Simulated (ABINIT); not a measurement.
# FeO (I4/mmm) in ABINIT: notebook

One crystal, FeO, is run at these levels: PBEsol, PBE+U; tasks: single point.

Program: ABINIT 10.8.3 (patched build). These are calculated values, not measurements. Logs are shortened: lines on timing, memory, paths and dates and some standing lists are left out, and cuts for length are marked. The log counts tension as positive stress, the text compression.

### 1 Starting point

It takes space group I4/mmm (No. 139, tetragonal). Conventional cell: a = 3.204 Å, b = 3.204 Å, c = 4.167 Å, α = 90.00°, β = 90.00°, γ = 90.00°. Fe (site symmetry 4/mmm) has 6 O at 2.08 to 2.27 Å as nearest neighbours. Around O (site symmetry 4/mmm) lie 6 Fe at 2.08 to 2.27 Å.

The cell comes from a database or a generator and needn't be the stable form of this composition.

### 2 Single point, PBEsol, collinear spin, ferromagnetic start, 10.70 Å³/atom (uniaxial strain of 0 %)

Input file run.abi:

```
# Pseudopotentials
pp_dirpath "./"
pseudos "Fe.GGA_PBE-JTH.xml, O.GGA_PBE-JTH.xml"

# Structure
acell 5.8165493714 5.8165493714 5.8165493714
rprim
    -0.5205039071     0.5205039071     0.6768687948
     0.5205039071    -0.5205039071     0.6768687948
     0.5205039071     0.5205039071    -0.6768687948
ntypat 2
znucl 26 8
natom 2
typat 1 2
xred
     0.0000000000     0.0000000000     0.0000000000
     0.5000000000     0.5000000000     0.0000000000

# Plane-wave basis
ecut 26.0
pawecutdg 48.0
pawxcdev 0

# k points
kptopt 1
ngkpt 8 8 8
nshiftk 1
shiftk 0.0 0.0 0.0

# Exchange and correlation
ixc -116133

# Bands and occupations
nband 16
occopt 3
tsmear 0.05 eV

# Spin
nsppol 2
spinat
     0.0000000000     0.0000000000     3.0000000000
     0.0000000000     0.0000000000     0.0000000000

# SCF cycle
nstep 100
tolvrs 1.0e-9

# Output
iomode 3
prtwf 0
prtden 0
prteig 0
prtebands 0
enunit 2
```

Potentials or basis: JTH PAW PBE v2.0.

The run is started by

```sh
abinit run.abi > log 2>&1
```

run.abo:

```text
.Version 10.8.3 of ABINIT
 Symmetries : space group I4/m m m (#139); Bravais tI (body-center tetrag.)
================================================================================
 Values of the parameters that define the memory need of the present run
     intxc =       0    ionmov =       0      iscf =      17    lmnmax =      18
     lnmax =       6     mgfft =      30  mpssoang =       3    mqgrid =    3001
     natom =       2  nloc_mem =       2    nspden =       2   nspinor =       1
    nsppol =       2      nsym =      16    n1xccc =       1    ntypat =       2
    occopt =       3   xclevel =       2
       mpw =         924          nfft =       27000          nkpt =          59
 PAW method is used; the additional fine FFT grid is defined by:
   mgfftf=        40    nfftf =     64000
================================================================================
================================================================================

--------------------------------------------------------------------------------
------------- Echo of variables that govern the present computation ------------
--------------------------------------------------------------------------------
 -outvars: echo values of preprocessed input variables --------
            acell      5.8165493714E+00  5.8165493714E+00  5.8165493714E+00 Bohr
              amu      5.58470000E+01  1.59994000E+01
             ecut      2.60000000E+01 Hartree
           enunit           2
                       outvar_i_n : Printing only first  50 k-points.
              ixc     -116133
                       outvar_i_n : Printing only first  50 k-points.
         kptrlatt        8    0    0      0    8    0      0    0    8
          kptrlen      4.65323950E+01
            natom           2
            nband          16
            ngfft          30      30      30
          ngfftdg          40      40      40
             nkpt          59
           nspden           2
           nsppol           2
            nstep         100
             nsym          16
           ntypat           2
                       prtocc : prtvol=0, do not print more k-points.
                       1.000000  1.000000  1.000000  1.000000  1.000000  1.000000
                       1.000000  1.000000  1.000000  1.000000  1.000000  0.000000
                       0.000000  0.000000  0.000000  0.000000
                       1.000000  1.000000  1.000000  1.000000  1.000000  1.000000
                       1.000000  1.000000  1.000000  1.000000  1.000000  0.000000
                       0.000000  0.000000  0.000000  0.000000
                       1.000000  1.000000  1.000000  1.000000  1.000000  1.000000
                       1.000000  1.000000  1.000000  1.000000  1.000000  0.000000
                       0.000000  0.000000  0.000000  0.000000
                       1.000000  1.000000  1.000000  1.000000  1.000000  1.000000
                       1.000000  1.000000  1.000000  1.000000  1.000000  0.000000
                       0.000000  0.000000  0.000000  0.000000
                       1.000000  1.000000  1.000000  1.000000  1.000000  1.000000
                       1.000000  1.000000  1.000000  1.000000  1.000000  0.000000
                       0.000000  0.000000  0.000000  0.000000
                       1.000000  1.000000  1.000000  1.000000  1.000000  1.000000
                       1.000000  1.000000  1.000000  1.000000  1.000000  0.000000
[... 118 lines left out ...]
                       1.000000  1.000000  1.000000  1.000000  1.000000  1.000000
                       1.000000  1.000000  1.000000  1.000000  1.000000  0.000000
[... 226 lines left out ...]
   1.00000    1.00000    0.99985    0.99882    0.30097    0.00000    0.00000    0.00000
 prteigrs : prtvol=0 or 1, do not print more k-points.

 Fermi (or HOMO) energy (eV) =   7.42027   Average Vxc (eV)= -11.81583
 Eigenvalues (   eV  ) for nkpt=  59  k points, SPIN UP:
 kpt#   1, nband= 16, wtk=  0.00195, kpt=  0.0000  0.0000  0.0000 (reduced coord)
 -82.20575  -48.37868  -48.35360  -48.35360  -12.86889    3.51225    3.51225    3.53481
   3.66510    3.77813    3.77813    3.79691    3.83647    7.12981   22.35424   23.70326
 prteigrs : prtvol=0 or 1, do not print more k-points.

 Eigenvalues (   eV  ) for nkpt=  59  k points, SPIN DOWN:
 kpt#   1, nband= 16, wtk=  0.00195, kpt=  0.0000  0.0000  0.0000 (reduced coord)
 -78.09809  -44.35987  -44.35987  -44.31002  -12.33123    4.04558    4.36944    4.36944
   6.68219    6.68219    6.98031    7.08322    7.46241    8.43505   22.37360   24.71937
 prteigrs : prtvol=0 or 1, do not print more k-points.

--- !EnergyTerms
iteration_state     : {dtset: 1, }
comment             : Components of total free energy in Hartree
kinetic             :  1.95204819827375E+01
hartree             :  3.14467358961652E+01
xc                  : -6.18665670363635E+00
Ewald energy        : -9.27939561695599E+01
psp_core            :  5.43676232941878E+00
local_psp           : -8.78395724902402E+01
PAW spherical_terms : -1.00173177797474E+01
internal            : -1.40433522934862E+02
'-kT*entropy'       : -4.61020954805592E-04
total_energy        : -1.40433983955817E+02
total_energy_eV     : -3.82140337948364E+03
...

--- !EnergyTermsDC
iteration_state     : {dtset: 1, }
comment             : '"Double-counting" decomposition of free energy'
band_energy         : -1.54904434146070E+01
Ewald energy        : -9.27939561695599E+01
psp_core            :  5.43676232941878E+00
xc_dc               : -2.95480114893067E+01
PAW spherical_terms : -8.03787413582558E+00
internal            : -1.40433522879880E+02
'-kT*entropy'       : -4.61020954805592E-04
total_energy_dc     : -1.40433983900835E+02
total_energy_dc_eV  : -3.82140337798750E+03
...

--- !EnergyTermsWithPAWCore
iteration_state     : {dtset: 1, }
comment             : 'Components of total free energy, including PAW core contributions'
Total energy        : -1.34661915406956E+03
Total energy DC     : -1.34661915401458E+03
Total energy (eV)   : -3.66433739276230E+04
Total energy DC (eV): -3.66433739261268E+04
...

 Cartesian components of stress tensor (hartree/bohr^3)
  sigma(1 1)=  6.01479713E-04  sigma(3 2)=  0.00000000E+00
  sigma(2 2)=  6.01479713E-04  sigma(3 1)=  0.00000000E+00
  sigma(3 3)=  4.83275979E-04  sigma(2 1)=  0.00000000E+00

-Cartesian components of stress tensor (GPa)         [Pressure= -1.6537E+01 GPa]
- sigma(1 1)=  1.76961441E+01  sigma(3 2)=  0.00000000E+00
- sigma(2 2)=  1.76961441E+01  sigma(3 1)=  0.00000000E+00
- sigma(3 3)=  1.42184702E+01  sigma(2 1)=  0.00000000E+00

== END DATASET(S) ==============================================================
================================================================================

 -outvars: echo values of variables after computation  --------
            acell      5.8165493714E+00  5.8165493714E+00  5.8165493714E+00 Bohr
           etotal     -1.4043398390E+02
            fcart     -0.0000000000E+00 -0.0000000000E+00 -0.0000000000E+00
                      -0.0000000000E+00 -0.0000000000E+00 -0.0000000000E+00
            rprim     -5.2050390710E-01  5.2050390710E-01  6.7686879480E-01
                       5.2050390710E-01 -5.2050390710E-01  6.7686879480E-01
                       5.2050390710E-01  5.2050390710E-01 -6.7686879480E-01
           strten      6.0147971323E-04  6.0147971323E-04  4.8327597937E-04
                       0.0000000000E+00  0.0000000000E+00  0.0000000000E+00
           xangst      0.0000000000E+00  0.0000000000E+00  0.0000000000E+00
                       9.7311022369E-18  9.7311022369E-18  2.0833922487E+00
             xred      0.0000000000E+00  0.0000000000E+00  0.0000000000E+00
                       5.0000000000E-01  5.0000000000E-01  6.0739538817E-18
 Calculation completed.
```

Wall time 4.3 min (1 thread of Intel Xeon Platinum 8175M at 2.50GHz (Skylake/Cascade Lake), shared host); peak memory 0.16 GiB.

What came out:

```yaml
Free_energy: -3821.4034 eV
Pressure: -16.5 GPa
Band_gap_on_the_k_mesh: none (metal or under the smearing width)
Net_moment: 4.00 μB per cell
Site_moments: Fe +3.58; O +0.28 μB
Valence_electrons_inside_the_program's_atomic_spheres: Fe 14.10; O 4.49
```

Caveat: the PAW data sets were made with another functional, which shifts forces and pressure a little; a cell with one magnetic atom can't hold antiferromagnetic order, which such compounds often take; semilocal functionals often make such compounds metallic where correlation or magnetic order opens a gap, which also shifts bond lengths.

### 3 Single point, PBEsol, collinear spin, ferromagnetic start, 10.48 Å³/atom (uniaxial strain of -2 %)

run.abi: that of step 2 with these lines changed.

```diff
@@ -5,7 +5,7 @@
 # Structure
-acell 5.8165493714 5.8165493714 5.8165493714
+acell 5.7635436242 5.7635436242 5.7635436242
 rprim
-    -0.5205039071     0.5205039071     0.6768687948
-     0.5205039071    -0.5205039071     0.6768687948
-     0.5205039071     0.5205039071    -0.6768687948
+    -0.5252908404     0.5252908404     0.6694318980
+     0.5252908404    -0.5252908404     0.6694318980
+     0.5252908404     0.5252908404    -0.6694318980
 ntypat 2
@@ -17,2 +17,5 @@
      0.5000000000     0.5000000000     0.0000000000
+chkprim 0
+chksymtnons 0
+tolsym 1.0e-6
```

Potentials or basis: JTH PAW PBE v2.0.

The run is started by

```sh
abinit run.abi > log 2>&1
```

Wall time 4.3 min (1 thread of Intel Xeon Platinum 8175M at 2.50GHz (Skylake/Cascade Lake), shared host); peak memory 0.16 GiB.

It converged, with:

| Item | Value |
| --- | --- |
| Free energy | -3821.4326 eV |
| Pressure | -12.7 GPa |
| Band gap on the k mesh | none (metal or under the smearing width) |
| Net moment | 4.00 μB per cell |
| Site moments | Fe +3.57; O +0.29 μB |
| Valence electrons inside the program's atomic spheres | Fe 14.12; O 4.49 |

Caveat: the PAW data sets were made with another functional, which shifts forces and pressure a little; a cell with one magnetic atom can't hold antiferromagnetic order, which such compounds often take; semilocal functionals often make such compounds metallic where correlation or magnetic order opens a gap, which also shifts bond lengths.

### 4 Single point, PBE+U, collinear spin, ferromagnetic start

run.abi: that of step 3 with these lines changed.

```diff
@@ -5,7 +5,7 @@
 # Structure
-acell 5.7635436242 5.7635436242 5.7635436242
+acell 5.8165493714 5.8165493714 5.8165493714
 rprim
-    -0.5252908404     0.5252908404     0.6694318980
-     0.5252908404    -0.5252908404     0.6694318980
-     0.5252908404     0.5252908404    -0.6694318980
+    -0.5205039071     0.5205039071     0.6768687948
+     0.5205039071    -0.5205039071     0.6768687948
+     0.5205039071     0.5205039071    -0.6768687948
 ntypat 2
@@ -17,5 +17,2 @@
      0.5000000000     0.5000000000     0.0000000000
-chkprim 0
-chksymtnons 0
-tolsym 1.0e-6
 
@@ -33,3 +30,3 @@
 # Exchange and correlation
-ixc -116133
+ixc 11
 
@@ -46,2 +43,8 @@
 
+# DFT+U
+usepawu 1
+lpawu 2 -1
+upawu 0.0 0.0 eV
+jpawu 0.0 0.0 eV
+
 # SCF cycle
```

Potentials or basis: JTH PAW PBE v2.0.

The run is started by

```sh
abinit run.abi > log 2>&1
```

run.abo:

```text
.Version 10.8.3 of ABINIT
 Symmetries : space group I4/m m m (#139); Bravais tI (body-center tetrag.)
================================================================================
 Values of the parameters that define the memory need of the present run
     intxc =       0    ionmov =       0      iscf =      17    lmnmax =      18
     lnmax =       6     mgfft =      30  mpssoang =       3    mqgrid =    3001
     natom =       2  nloc_mem =       2    nspden =       2   nspinor =       1
    nsppol =       2      nsym =      16    n1xccc =       1    ntypat =       2
    occopt =       3   xclevel =       2
       mpw =         924          nfft =       27000          nkpt =          59
 PAW method is used; the additional fine FFT grid is defined by:
   mgfftf=        40    nfftf =     64000
================================================================================
================================================================================

--------------------------------------------------------------------------------
------------- Echo of variables that govern the present computation ------------
--------------------------------------------------------------------------------
 -outvars: echo values of preprocessed input variables --------
            acell      5.8165493714E+00  5.8165493714E+00  5.8165493714E+00 Bohr
              amu      5.58470000E+01  1.59994000E+01
             ecut      2.60000000E+01 Hartree
           enunit           2
                       outvar_i_n : Printing only first  50 k-points.
              ixc          11
                       outvar_i_n : Printing only first  50 k-points.
         kptrlatt        8    0    0      0    8    0      0    0    8
          kptrlen      4.65323950E+01
            lpawu           2      -1
[... 450 lines left out ...]
total_energy_dc_eV  : -3.82518579593033E+03
...

--- !EnergyTermsWithPAWCore
iteration_state     : {dtset: 1, }
comment             : 'Components of total free energy, including PAW core contributions'
Total energy        : -1.34802814583855E+03
Total energy DC     : -1.34802814697845E+03
Total energy (eV)   : -3.66817145468665E+04
Total energy DC (eV): -3.66817145778847E+04
...

 Cartesian components of stress tensor (hartree/bohr^3)
  sigma(1 1)=  3.68784952E-04  sigma(3 2)=  0.00000000E+00
  sigma(2 2)=  3.68784952E-04  sigma(3 1)=  0.00000000E+00
  sigma(3 3)=  2.06630110E-04  sigma(2 1)=  0.00000000E+00

-Cartesian components of stress tensor (GPa)         [Pressure= -9.2598E+00 GPa]
- sigma(1 1)=  1.08500279E+01  sigma(3 2)=  0.00000000E+00
- sigma(2 2)=  1.08500279E+01  sigma(3 1)=  0.00000000E+00
- sigma(3 3)=  6.07926773E+00  sigma(2 1)=  0.00000000E+00

== END DATASET(S) ==============================================================
================================================================================

 -outvars: echo values of variables after computation  --------
            acell      5.8165493714E+00  5.8165493714E+00  5.8165493714E+00 Bohr
           etotal     -1.4057298520E+02
            fcart     -0.0000000000E+00 -0.0000000000E+00 -0.0000000000E+00
                      -0.0000000000E+00 -0.0000000000E+00 -0.0000000000E+00
            rprim     -5.2050390710E-01  5.2050390710E-01  6.7686879480E-01
                       5.2050390710E-01 -5.2050390710E-01  6.7686879480E-01
                       5.2050390710E-01  5.2050390710E-01 -6.7686879480E-01
           strten      3.6878495175E-04  3.6878495175E-04  2.0663011034E-04
                       0.0000000000E+00  0.0000000000E+00  0.0000000000E+00
           xangst      0.0000000000E+00  0.0000000000E+00  0.0000000000E+00
                       9.7311022369E-18  9.7311022369E-18  2.0833922487E+00
             xred      0.0000000000E+00  0.0000000000E+00  0.0000000000E+00
                       5.0000000000E-01  5.0000000000E-01  6.0739538817E-18
 Calculation completed.
```

It took 1.8 min on 1 thread of Arm Neoverse V1, shared host; peak memory 0.16 GiB.

What came out:

- Free energy: -3825.1858 eV
- Pressure: -9.3 GPa
- Band gap on the k mesh: none (metal or under the smearing width)
- Net moment: 4.00 μB per cell
- Site moments: Fe +3.59; O +0.28 μB
- Valence electrons inside the program's atomic spheres: Fe 14.10; O 4.52

Eigenvalues of the final occupation matrices:
| site | spin | trace | eigenvalues |
| --- | --- | --- | --- |
| atom 1 | 1 | 4.65 | 0.92 0.92 0.92 0.95 0.95 |
| atom 1 | 2 | 1.09 | 0.09 0.12 0.27 0.27 0.34 |

Caveat: a cell with one magnetic atom can't hold antiferromagnetic order, which such compounds often take. The state reached can hang on the start; a lower one may exist.

### 5 Single point, PBE+U, collinear spin, ferromagnetic start

run.abi: that of step 4 with these lines changed.

```diff
@@ -46,3 +46,3 @@
 lpawu 2 -1
-upawu 0.0 0.0 eV
+upawu 2.0 0.0 eV
 jpawu 0.0 0.0 eV
```

The run is started by

```sh
abinit run.abi > log 2>&1
```

It took 2.6 min on 1 thread of Arm Neoverse V1, shared host; peak memory 0.16 GiB.

Results (log left out):

- Free energy: -3824.1578 eV
- Pressure: -3.0 GPa
- Band gap on the k mesh: none (metal or under the smearing width)
- Net moment: 4.00 μB per cell
- Site moments: Fe +3.62; O +0.23 μB
- Valence electrons inside the program's atomic spheres: Fe 14.12; O 4.53

Stress tensor (GPa, compression positive):
```
-2.18  0.00  0.00
 0.00 -2.18  0.00
 0.00  0.00 -4.71
```

Levels at points of the mesh, in eV from the Fermi level:
Spin up:
```
           k point  band 10  band 11  band 12  band 13  band 14  band 15  band 16
(0.00, 0.00, 0.00)    -3.76    -3.37    -3.37    -3.28    -0.12    15.17    16.14
(0.50, 0.00, 0.00)    -3.60    -2.61    -0.93    -0.61     3.85     7.97    11.15
(0.50, 0.50, 0.00)    -4.14    -3.82    -3.43    -2.57     4.80     8.05    10.50
(0.50, 0.50, 0.50)    -3.87    -3.87    -3.71    -3.64     5.02     8.95     9.96
```
Spin down:
```csv
k point,band 6,band 7,band 8,band 9,band 10,band 11,band 12,band 13
"(0.00, 0.00, 0.00)",-3.34,-2.92,-2.92,-0.91,0.05,0.37,0.37,1.54
"(0.50, 0.00, 0.00)",-7.45,-4.82,-4.43,-0.16,1.70,1.72,3.34,3.66
"(0.50, 0.50, 0.00)",-6.46,-4.41,-3.76,-0.89,0.03,1.45,2.02,2.38
"(0.50, 0.50, 0.50)",-6.37,-4.27,-4.27,-2.32,1.67,1.94,1.94,2.43
```

Eigenvalues of the final occupation matrices:
| site | spin | trace | eigenvalues |
| --- | --- | --- | --- |
| atom 1 | 1 | 4.68 | 0.92 0.93 0.93 0.95 0.96 |
| atom 1 | 2 | 1.09 | 0.06 0.07 0.07 0.11 0.79 |

Caveat: a cell with one magnetic atom can't hold antiferromagnetic order, which such compounds often take. The state reached can hang on the start; a lower one may exist.
